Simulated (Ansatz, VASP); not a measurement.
## Two plane-wave programs on C19O

```
CELL_PARAMETERS angstrom
7.39800 0.00000 0.00000
-3.69900 6.40686 0.00000
0.00000 0.00000 12.00000
ATOMIC_POSITIONS crystal
C 0.99901 0.99929 0.07388
C 0.21880 0.10499 0.08313
C 0.99903 0.33465 0.07388
C 0.21881 0.44874 0.08314
C 0.00071 0.66782 0.07420
C 0.22032 0.77763 0.07417
C 0.33070 0.00038 0.07940
C 0.55814 0.11409 0.07940
C 0.32051 0.32772 0.11043
C 0.56834 0.45164 0.11041
C 0.33071 0.66526 0.07941
C 0.55814 0.77898 0.07941
C 0.66852 0.00173 0.07418
C 0.88814 0.11154 0.07421
C 0.67005 0.33062 0.08312
C 0.88983 0.44470 0.07387
C 0.67003 0.67435 0.08312
C 0.88982 0.78005 0.07387
C 0.44444 0.38957 0.21429
O 0.44451 0.38910 0.31414
```

Alike in both runs: functional PBE; dispersion D3(BJ); k mesh 2 × 2 × 1; occupations gaussian, width 0.02 eV; no spin polarisation.

Ansatz relaxed the structure, and its values are those at the end. VASP's run is a single point on that final structure, the one shown.

|  | VASP | Ansatz |
| --- | --- | --- |
| version | VASP 6.6.1 | Ansatz 0.2.0 |
| potentials or method | VASP PAW PBE potentials, release 64 (C, O) | scalar-relativistic, plane waves, PAW |
| plane-wave cutoff (eV) | 520 | 420 |
| valence electrons in the cell | 82 | 82 |

|  | VASP | Ansatz | Ansatz less VASP |
| --- | --- | --- | --- |
| gap on the k mesh at the Fermi level (eV) | 0.23 | 0.23 | 0.000 |
| rms of the force components (eV/Å) | 0.098 | 0.004 | -0.0937 |
| dispersion energy (meV/atom) | -88.7 | -88.7 | -0.01 |

Ansatz warned: «xc_potential_rough_in_thin_density».

Caveats: the k mesh is coarse (spacing up to 0.49 Å⁻¹), so the values aren't converged; the standard files for N, O and F lose accuracy on very short bonds.
